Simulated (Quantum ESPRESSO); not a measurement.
**PbSe (Clausthalite) under changes of volume**

One of the cells (28.671 Å³/atom); the others are scaled copies at fixed shape and fractional positions:

```
CELL_PARAMETERS angstrom
0.00000 3.06065 3.06065
3.06065 0.00000 3.06065
3.06065 3.06065 0.00000
ATOMIC_POSITIONS crystal
Pb 0.00000 0.00000 0.00000
Se 0.50000 0.50000 0.50000
```

```yaml
Program: Quantum ESPRESSO 7.5
Functional: r2SCAN
Potentials_or_basis: SG15 PBE 1.2
Cutoff: 952 eV
Density_cutoff: 3810 eV
k_mesh: 6 × 6 × 6
Occupations: fermi-dirac, width 0.05 eV
Spin: no spin polarisation
```

| volume (Å³/atom) | energy over the lowest point (meV/atom) | pressure (GPa) | gap on the mesh (eV) |
| --- | --- | --- | --- |
| 26.951 | 25.79 | 4.5 | 0.45 |
| 27.524 | 12.41 | 3.0 | 0.53 |
| 28.097 | 3.99 | 1.7 | 0.60 |
| 28.671 | ? | ? | ? |
| 29.244 | 0.00 | -0.5 | 0.73 |
| 29.818 | 3.55 | -1.5 | 0.78 |
| 30.391 | 10.28 | -2.3 | 0.83 |

**Question.** What does the run at 28.671 Å³/atom give?

**Answer.** Energy over the lowest point 0.01 meV/atom; pressure 0.5 GPa; gap on the mesh 0.67 eV.

Worked out: A Birch-Murnaghan fit of order 3 (a polynomial in V^(-2/3)) to the other rows has its minimum at 28.96 Å³/atom with B0 = V·E''(V) = 53 GPa and B' = 4.6. It gives 0.01 meV/atom at 28.671 Å³/atom, against the run's 0.01, and -dE/dV = 0.5 GPa, against 0.5. A parabola through the other rows of the gap, of slope 3.14 eV per unit of ln V (its deformation potential) there, gives 0.67 eV, against the run's 0.67.

Energies are extrapolated to zero smearing.

Caveats: the potentials were made for another functional, which shifts forces and pressure; spin-orbit coupling is left out, which as a rule narrows the gap of such compounds by several tenths of an eV.

A mesh can miss the band edges.
